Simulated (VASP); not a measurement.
# CaSe (Fm-3m) in VASP: further runs

The runs below take CaSe through relaxation of cell and atoms, with PBE.

Everything below comes from runs of VASP 6.6.1. Logs are shortened: lines on timing, memory, paths and dates and some standing lists are left out, and cuts for length are marked.

### Step 1. The structure

The structure is cubic, space group Fm-3m (No. 225). The conventional cell has a = 5.912 Å, b = 5.912 Å, c = 5.912 Å, α = 90.00°, β = 90.00°, γ = 90.00°. Ca (site symmetry m-3m) is surrounded by 6 Se at 2.96 Å. Se (site symmetry m-3m) has 6 Ca at 2.96 Å as nearest neighbours.

### Step 2. Relaxation of cell and atoms, PBE

Input file INCAR:

```
  ALGO = Normal
  EDIFF = 1E-6
  EDIFFG = -0.01
  ENCUT = 600
  GGA = PE
  IBRION = 2
  ISIF = 3
  ISMEAR = 0
  LASPH = True
  LCHARG = False
  LREAL = False
  LWAVE = False
  NELM = 80
  NSW = 90
  PREC = Accurate
  SIGMA = 0.03
```

Input file KPOINTS:

```
k-points
0
Gamma
  8 8 8
```

Input file POSCAR:

```
CaSe
1.0
    0.0000000000      2.9560000000      2.9560000000
    2.9560000000      0.0000000000      2.9560000000
    2.9560000000      2.9560000000      0.0000000000
Ca Se
1 1
Direct
    0.0000000000      0.0000000000      0.0000000000
    0.5000000000      0.5000000000      0.5000000000
```

Potentials or basis: VASP PAW PBE potentials, release 64 (Ca_sv, Se).

Command:

```bash
$ cat potpaw_PBE.64/Ca_sv/POTCAR potpaw_PBE.64/Se/POTCAR > POTCAR
$ mpirun -np 1 vasp_std > vasp.out
```

OUTCAR:

```text
EDIFF = 1E-6
   EDIFFG = -0.01
   ENCUT = 600
   GGA = PE
   IBRION = 2
   ISIF = 3
   ISMEAR = 0
   LASPH = True
   LREAL = False
   NELM = 80
   NSW = 90
   PREC = Accurate

 ion  position               nearest neighbor table
   1  0.000  0.000  0.000-   2 2.96   2 2.96   2 2.96   2 2.96   2 2.96   2 2.96
   2  0.500  0.500  0.500-   1 2.96   1 2.96   1 2.96   1 2.96   1 2.96   1 2.96

  LATTYP: Found a face centered cubic cell.
 ALAT       =     5.9120000000

  Lattice vectors:

 A1 = (   0.0000000000,   2.9560000000,   2.9560000000)
 A2 = (   2.9560000000,   0.0000000000,   2.9560000000)
 A3 = (   2.9560000000,   2.9560000000,   0.0000000000)

Analysis of symmetry for initial positions (statically):
=====================================================================
 Subroutine PRICEL returns:
 Original cell was already a primitive cell.

 Routine SETGRP: Setting up the symmetry group for a
 face centered cubic supercell.

 Subroutine GETGRP returns: Found 48 space group operations
 (whereof 48 operations were pure point group operations)
 out of a pool of 48 trial point group operations.

The static configuration has the point symmetry O_h .

Analysis of symmetry for dynamics (positions and initial velocities):
=====================================================================
 Subroutine PRICEL returns:
 Original cell was already a primitive cell.

 Routine SETGRP: Setting up the symmetry group for a
 face centered cubic supercell.

 Subroutine GETGRP returns: Found 48 space group operations
 (whereof 48 operations were pure point group operations)
 out of a pool of 48 trial point group operations.

The dynamic configuration has the point symmetry O_h .

 Subroutine INISYM returns: Found 48 space group operations
 (whereof 48 operations are pure point group operations),
 and found     1 'primitive' translations

----------------------------------------------------------------------------------------

                                     Primitive cell

  volume of cell :      51.6587

  direct lattice vectors                    reciprocal lattice vectors
     0.000000000  2.956000000  2.956000000    -0.169147497  0.169147497  0.169147497
     2.956000000  0.000000000  2.956000000     0.169147497 -0.169147497  0.169147497
     2.956000000  2.956000000  0.000000000     0.169147497  0.169147497 -0.169147497

  length of vectors
     4.180415290  4.180415290  4.180415290     0.292972058  0.292972058  0.292972058

  position of ions in fractional coordinates (direct lattice)
     0.000000000  0.000000000  0.000000000
     0.500000000  0.500000000  0.500000000

  ion indices of the primitive-cell ions
   primitive index   ion index
                 1           1
                 2           2

----------------------------------------------------------------------------------------

 KPOINTS: k-points

Automatic generation of k-mesh.
 Grid dimensions read from file:
 generate k-points for:    8    8    8

 Generating k-lattice:

  Cartesian coordinates                     Fractional coordinates (reciprocal lattice)
    -0.021143437  0.021143437  0.021143437     0.125000000  0.000000000  0.000000000
     0.021143437 -0.021143437  0.021143437     0.000000000  0.125000000  0.000000000
     0.021143437  0.021143437 -0.021143437     0.000000000  0.000000000  0.125000000

  Length of vectors
     0.036621507  0.036621507  0.036621507

  Shift w.r.t. Gamma in fractional coordinates (k-lattice)
     0.000000000  0.000000000  0.000000000

 Subroutine IBZKPT returns following result:
 ===========================================

 Found     29 irreducible k-points:

 Following reciprocal coordinates:
            Coordinates               Weight
  0.000000  0.000000  0.000000      1.000000
  0.125000  0.000000  0.000000      8.000000
  0.250000  0.000000  0.000000      8.000000
  0.375000  0.000000  0.000000      8.000000
  0.500000  0.000000  0.000000      4.000000
  0.125000  0.125000  0.000000      6.000000
[... 16 lines left out ...]
  0.500000  0.250000  0.125000     48.000000
 -0.375000  0.250000  0.125000     24.000000
 [... further k-points ...]
   k-points           NKPTS =     29   k-points in BZ     NKDIM =     29   number of bands    NBANDS=     12
   number of dos      NEDOS =    301   number of ions     NIONS =      2
   total plane-waves  NPLWV =  46656
   dimension x,y,z NGX =    36 NGY =   36 NGZ =   36
   dimension x,y,z NGXF=    72 NGYF=   72 NGZF=   72
   ions per type =               1   1
   NGX,Y,Z   is equivalent  to a cutoff of  14.32, 14.32, 14.32 a.u.
   NGXF,Y,Z  is equivalent  to a cutoff of  28.63, 28.63, 28.63 a.u.
 SYSTEM =  unknown system
   PREC   = accura    normal or accurate (medium, high low for compatibility)
   ISTART =      0    job   : 0-new  1-cont  2-samecut
   ICHARG =      2    charge: 1-file 2-atom 10-const
   ISPIN  =      1    spin polarized calculation?
   LNONCOLLINEAR =      F non collinear calculations
   LSORBIT =      F    spin-orbit coupling
   LASPH  =      T    aspherical Exc in radial PAW
   ENCUT  =  600.0 eV  44.10 Ry    6.64 a.u.   8.35  8.35  8.35*2*pi/ulx,y,z
   NELM   =     80;   NELMIN=  2; NELMDL= -5     # of ELM steps
   EDIFF  = 0.1E-05   stopping-criterion for ELM
   LREAL  =      F    real-space projection
   EDIFFG = -.1E-01   stopping-criterion for IOM
   NSW    =     90    number of steps for IOM
   IBRION =      2    ionic relax: 0-MD 1-quasi-New 2-CG
   NFREE  =      1    steps in history (QN), initial steepest desc. (CG)
   ISIF   =      3    stress and relaxation
   ISYM   =      2    0-nonsym 1-usesym 2-fastsym
   POTIM  = 0.5000    time-step for ionic-motion
   TEBEG  =    0.0;   TEEND  =   0.0 temperature during run
   PSTRESS=    0.0 pullay stress
   NELECT =      16.0000    total number of electrons
   NUPDOWN=      -1.0000    fix difference up-down
   EMIN   =  10.00;   EMAX   =-10.00  energy-range for DOS
   EFERMI =   0.00;   METHOD = LEGACY
   ISMEAR =     0;   SIGMA  =   0.03  broadening in eV -4-tet -1-fermi 0-gaus
   EFERMI_NEDOS =   21; number of points for ismear=-14 and -15
   IALGO  =     38    algorithm
   IMIX   =      4    mixing-type and parameters
     AMIX     =   0.40;   BMIX     =  1.00
     AMIX_MAG =   1.60;   BMIX_MAG =  1.00
  volume/ion in A,a.u.               =      25.83       174.30
  Fermi-wavevector in a.u.,A,eV,Ry     =   1.107645  2.093145 16.692666  1.226876
  Thomas-Fermi vector in A             =   2.244161
   LORBIT       =      0    0 simple, 1 ext, 2 COOP (PROOUT), +10 PAW based schemes
   GGA     = PE    functional components
   LHFCALC =     F    Hartree Fock is set to
   AEXX    =    0.0000 exact exchange contribution
   IVDW    =     0    specifies the selected vdW correction
   LEPSILON=     F    determine dielectric tensor
   LRPA    =     F    only Hartree local field effects (RPA)
 conjugate gradient relaxation of ions
 non-spin polarized calculation
 Gauss-broadening in eV      SIGMA  =   0.03
  energy-cutoff  :      600.00
  volume of cell :       51.66
 maximum number of plane-waves:      1759
 NGX is ok and might be reduce to    36
   NGX = 17   NGY = 17   NGZ = 17

--------------------------------------- Ionic step        1  -------------------------------------------

 number of electron      16.0000001 magnetization

 Free energy of the ion-electron system (eV)
  ---------------------------------------------------
  ext. energy  EPLUGINS =         0.00000000
  ---------------------------------------------------
  free energy    TOTEN  =        -9.48018742 eV

  energy without entropy =       -9.48018742  energy(sigma->0) =       -9.48018742

------------------------ aborting loop because EDIFF is reached ----------------------------------------

  FORCE on cell =-STRESS in cart. coord.  units (eV):
  Direction    XX          YY          ZZ          XY          YZ          ZX
  --------------------------------------------------------------------------------------
  -------------------------------------------------------------------------------------
  Total        0.4395487      0.4395487      0.4395487      0.0000000      0.0000000      0.0000000
  in kB       13.6324632     13.6324632     13.6324632      0.0000000      0.0000000      0.0000000
  external PRESSURE =      13.6324632 kB  Pullay stress =       0.0000000 kB
[... 57 lines left out ...]
  energy  without entropy=       -9.4858757193  energy(sigma->0) =       -9.48587572

--------------------------------------- Ionic step        3  -------------------------------------------

 number of electron      16.0000001 magnetization

 Free energy of the ion-electron system (eV)
  ---------------------------------------------------
  ext. energy  EPLUGINS =         0.00000000
  ---------------------------------------------------
  free energy    TOTEN  =        -9.48605023 eV

  energy without entropy =       -9.48605023  energy(sigma->0) =       -9.48605023

 E-fermi :   2.4573     XC(G=0):  -9.0488

 val. band max:        2.2738442183   @ k =   0.0000   0.0000   0.0000
 cond. band min:       4.3561912940   @ k =   0.5000   0.5000   0.0000
 fundamental gap:      2.0823470757
 Fermi energy:         2.4572990074

 k-point     1 :       0.0000    0.0000    0.0000
  band No.  band energies     occupation
      1     -37.5533      2.00000
      2     -18.5429      2.00000
      3     -18.5429      2.00000
      4     -18.5429      2.00000
      5      -9.4386      2.00000
      6       2.2738      2.00000
      7       2.2738      2.00000
      8       2.2738      2.00000
      9       5.4814      0.00000
     10       5.9869      0.00000
     11       5.9869      0.00000
     12       5.9869      0.00000
[... 331 lines left out ...]
 k-point    24 :      -0.3750    0.2500    0.1250
  band No.  band energies     occupation
      1     -37.5465      2.00000
      2     -18.6252      2.00000
      3     -18.5723      2.00000
      4     -18.5581      2.00000
      5      -8.7976      2.00000
      6      -0.4741      2.00000
      7       0.7012      2.00000
      8       1.0845      2.00000
      9       6.7185      0.00000
     10       6.9979      0.00000
     11       7.9250      0.00000
     12       8.1796      0.00000

 [... further k-points ...]

------------------------ aborting loop because EDIFF is reached ----------------------------------------

  FORCE on cell =-STRESS in cart. coord.  units (eV):
  Direction    XX          YY          ZZ          XY          YZ          ZX
  --------------------------------------------------------------------------------------
  -------------------------------------------------------------------------------------
  Total        0.0002987      0.0002987      0.0002987     -0.0000000      0.0000000      0.0000000
  in kB        0.0090175      0.0090175      0.0090175     -0.0000000      0.0000000      0.0000000
  external PRESSURE =       0.0090175 kB  Pullay stress =       0.0000000 kB
[... 17 lines left out ...]
  FREE ENERGIE OF THE ION-ELECTRON SYSTEM (eV)
  ---------------------------------------------------
  free  energy   TOTEN  =        -9.4860502270 eV

  energy  without entropy=       -9.4860502270  energy(sigma->0) =       -9.48605023

 reached required accuracy - stopping structural energy minimisation
```

Wall time 59 s (1 thread of Intel Xeon Platinum 8488C (Sapphire Rapids), shared host); peak memory 0.22 GiB.

Results:

```
Free energy                            : -9.4861 eV
Relaxed volume                         : 26.54 Å³/atom
Relaxed cell                           : a = 4.218 Å, b = 4.218 Å, c = 4.218 Å, α = 60.00°, β = 60.00°, γ = 60.00°
Space group after relaxing (to 0.05 Å) : Fm-3m (No. 225)
Energy gained by relaxing              : 2.9 meV/atom
Ionic steps                            : 3
Pressure after relaxing                : 0.0 GPa
Band gap on the k mesh                 : 2.08 eV, indirect (least direct gap 2.99 eV)
```

The path:
| step | energy change (eV) | largest force (eV/Å) | pressure (GPa) | volume (Å³) |
| --- | --- | --- | --- | --- |
| 1 | 0.0000 | 0.0000 | 1.36 | 51.66 |
| 2 | -0.0057 | 0.0000 | -0.22 | 53.32 |
| 3 | -0.0059 | 0.0000 | 0.00 | 53.07 |

Final structure:
```
Ca Se
1.0
     0.00000    2.98269    2.98269
     2.98269    0.00000    2.98269
     2.98269    2.98269    0.00000
Ca Se
1 1
Cartesian
  0.0000 0.0000 0.0000
  2.9827 2.9827 2.9827
```

Levels at points of the mesh, in eV from the valence-band top:
```csv
k point,band 6,band 7,band 8,band 9,band 10,band 11
"(0.00, 0.00, 0.00)",0.00,0.00,0.00,3.21,3.71,3.71
"(0.50, 0.00, 0.00)",-3.19,-1.15,-1.15,4.48,5.41,5.44
"(0.50, 0.50, 0.00)",-2.46,-0.91,-0.91,2.08,4.94,5.00
```

A k mesh can miss the band edges. PBE usually gives volumes a little too large and moduli too small.

### Step 3. Relaxation of cell and atoms, PBE

This run uses another cell than the first one, of 26.54 Å³/atom, 1.027 times its volume.

INCAR, as its differences from that of step 2:

```diff
@@ -1,4 +1,4 @@
   ALGO = Normal
-  EDIFF = 1E-6
-  EDIFFG = -0.01
+  EDIFF = 1E-7
+  EDIFFG = -0.005
   ENCUT = 600
```

KPOINTS is that of step 2.

Input file POSCAR:

```
CaSe                                    
1.0
    0.0000000000      2.9826944822      2.9826944822
    2.9826944822      0.0000000000      2.9826944822
    2.9826944822      2.9826944822      0.0000000000
  Ca              Se            
     1     1
Direct
     0.0000000000000000    0.0000000000000000    0.0000000000000000
     0.5000000000000000    0.5000000000000000    0.5000000000000000
```

Potentials or basis: VASP PAW PBE potentials, release 64 (Ca_sv, Se).

Command:

```bash
$ cat potpaw_PBE.64/Ca_sv/POTCAR potpaw_PBE.64/Se/POTCAR > POTCAR
$ mpirun -np 1 vasp_std > vasp.out
```

Run time: 27 s. Hardware: 1 thread of Intel Xeon Platinum 8488C (Sapphire Rapids), shared host; peak memory 0.2 GiB.

The run converged. Its results:

```yaml
Free_energy: -9.4862 eV
Pressure_after_relaxing: 0.0 GPa
Band_gap_on_the_k_mesh: 2.08 eV, indirect (least direct gap 2.99 eV)
```

Final structure:
```
CELL_PARAMETERS angstrom
0.00000 2.98269 2.98269
2.98269 0.00000 2.98269
2.98269 2.98269 0.00000
ATOMIC_POSITIONS crystal
Ca 0.00000 0.00000 0.00000
Se 0.50000 0.50000 0.50000
```

Levels at points of the mesh, in eV from the valence-band top:
```tsv
k point	band 5	band 6	band 7	band 8	band 9	band 10	band 11	band 12
(0.00, 0.00, 0.00)	-11.71	0.00	0.00	0.00	3.21	3.71	3.71	3.71
(0.50, 0.00, 0.00)	-11.06	-3.19	-1.15	-1.15	4.48	5.41	5.44	5.44
(0.50, 0.50, 0.00)	-11.16	-2.45	-0.91	-0.91	2.08	4.94	5.00	5.93
```

Caveat: the relaxation stopped at its first step, so nothing moved. A k mesh can miss the band edges.

### Step 4. Relaxation of cell and atoms, PBE

Input file INCAR:

```
SYSTEM = CaSe
ALGO = Normal
EDIFF = 1E-6
EDIFFG = -0.01
ENCUT = 300
GGA = PE
IBRION = 2
ISIF = 3
ISMEAR = 0
LASPH = .TRUE.
LCHARG = .FALSE.
LREAL = .FALSE.
LWAVE = .FALSE.
NELM = 80
NSW = 90
PREC = Accurate
SIGMA = 0.03
```

Input file KPOINTS:

```
k-points
0
G
  4 4 4
  0 0 0
```

Input file POSCAR:

```
CaSe
1.0
    0.0000000000      2.9560000000      2.9560000000
    2.9560000000      0.0000000000      2.9560000000
    2.9560000000      2.9560000000      0.0000000000
Ca Se
1 1
Direct
    0.0000000000      0.0000000000      0.0000000000
    0.5000000000      0.5000000000      0.5000000000
```

Potentials or basis: VASP PAW PBE potentials, release 64 (Ca_pv, Se).

Command:

```bash
$ cat potpaw_PBE.64/Ca_pv/POTCAR potpaw_PBE.64/Se/POTCAR > POTCAR
$ mpirun -np 1 vasp_std > vasp.out
```

Wall time 18 s (1 thread of Intel Xeon Platinum 8259CL at 2.50GHz (Skylake/Cascade Lake), shared host); peak memory 0.13 GiB.

Results (log left out):

```yaml
Free_energy: -9.4793 eV
Relaxed_volume: 26.50 Å³/atom
Relaxed_cell: a = 4.216 Å, b = 4.216 Å, c = 4.216 Å, α = 60.00°, β = 60.00°, γ = 60.00°
Space_group_after_relaxing_to_0.05_Å: Fm-3m (No. 225)
Energy_gained_by_relaxing: 2.6 meV/atom
Ionic_steps: 3
Pressure_after_relaxing: 0.0 GPa
Band_gap_on_the_k_mesh: 2.07 eV, indirect (least direct gap 2.99 eV)
```

The path:
```tsv
step	energy change (eV)	largest force (eV/Å)	pressure (GPa)	volume (Å³)
1	0.0000	0.0000	1.30	51.66
2	-0.0050	0.0000	-0.21	53.24
3	-0.0052	0.0000	0.00	52.99
```

Final structure:
```cif
data_structure
_symmetry_space_group_name_H-M 'P 1'
_symmetry_Int_Tables_number 1
_cell_length_a 4.2160
_cell_length_b 4.2160
_cell_length_c 4.2160
_cell_angle_alpha 60.000
_cell_angle_beta 60.000
_cell_angle_gamma 60.000
_cell_volume 52.99
loop_
_atom_site_label
_atom_site_type_symbol
_atom_site_fract_x
_atom_site_fract_y
_atom_site_fract_z
_atom_site_occupancy
Ca1 Ca 0.00000 0.00000 0.00000 1
Se1 Se 0.50000 0.50000 0.50000 1
```

Levels at points of the mesh, in eV from the valence-band top:
| k point | band 5 | band 6 | band 7 | band 8 | band 9 | band 10 |
| --- | --- | --- | --- | --- | --- | --- |
| (0.00, 0.00, 0.00) | 0.00 | 0.00 | 0.00 | 3.21 | 3.71 | 3.71 |
| (0.50, 0.00, 0.00) | -3.20 | -1.15 | -1.15 | 4.47 | 5.41 | 5.44 |
| (0.50, 0.50, 0.00) | -2.47 | -0.92 | -0.92 | 2.07 | 4.94 | 4.99 |

Caveat: the k mesh is coarse (spacing up to 0.46 Å⁻¹), so the values aren't converged.

### Step 5. Relaxation of cell and atoms, PBE

This run uses another cell than the first one, of 26.50 Å³/atom, 1.026 times its volume.

INCAR, as its differences from that of step 4:

```diff
@@ -2,4 +2,4 @@
 ALGO = Normal
-EDIFF = 1E-6
-EDIFFG = -0.01
+EDIFF = 1E-7
+EDIFFG = -0.005
 ENCUT = 300
```

KPOINTS is that of step 4.

Input file POSCAR:

```
CaSe                                    
1.0
    0.0000000000      2.9811887598      2.9811887598
    2.9811887598      0.0000000000      2.9811887598
    2.9811887598      2.9811887598     -0.0000000000
  Ca              Se            
     1     1
Direct
     0.0000000000000000    0.0000000000000000    0.0000000000000000
     0.5000000000000000    0.5000000000000000    0.5000000000000000
```

Command:

```bash
$ cat potpaw_PBE.64/Ca_pv/POTCAR potpaw_PBE.64/Se/POTCAR > POTCAR
$ mpirun -np 1 vasp_std > vasp.out
```

Wall time 7.4 s (1 thread of Intel Xeon Platinum 8259CL at 2.50GHz (Skylake/Cascade Lake), shared host); peak memory 0.13 GiB.

Results (log left out):

```
Free energy             : -9.4794 eV
Pressure after relaxing : 0.0 GPa
Band gap on the k mesh  : 2.07 eV, indirect (least direct gap 2.99 eV)
```

Final structure:
```
Ca Se
1.0
     0.00000    2.98119    2.98119
     2.98119    0.00000    2.98119
     2.98119    2.98119    0.00000
Ca Se
1 1
Direct
  0.00000 0.00000 0.00000
  0.50000 0.50000 0.50000
```

Levels at points of the mesh, in eV from the valence-band top:
```tsv
k point	band 3	band 4	band 5	band 6	band 7	band 8	band 9	band 10	band 11
(0.00, 0.00, 0.00)	-20.81	-11.72	0.00	0.00	0.00	3.21	3.71	3.71	3.71
(0.50, 0.00, 0.00)	-20.82	-11.06	-3.20	-1.15	-1.15	4.47	5.41	5.44	5.44
(0.50, 0.50, 0.00)	-20.84	-11.16	-2.47	-0.92	-0.92	2.07	4.94	4.99	5.92
```

Caveat: the k mesh is coarse (spacing up to 0.46 Å⁻¹), so the values aren't converged; the relaxation stopped at its first step, so nothing moved.
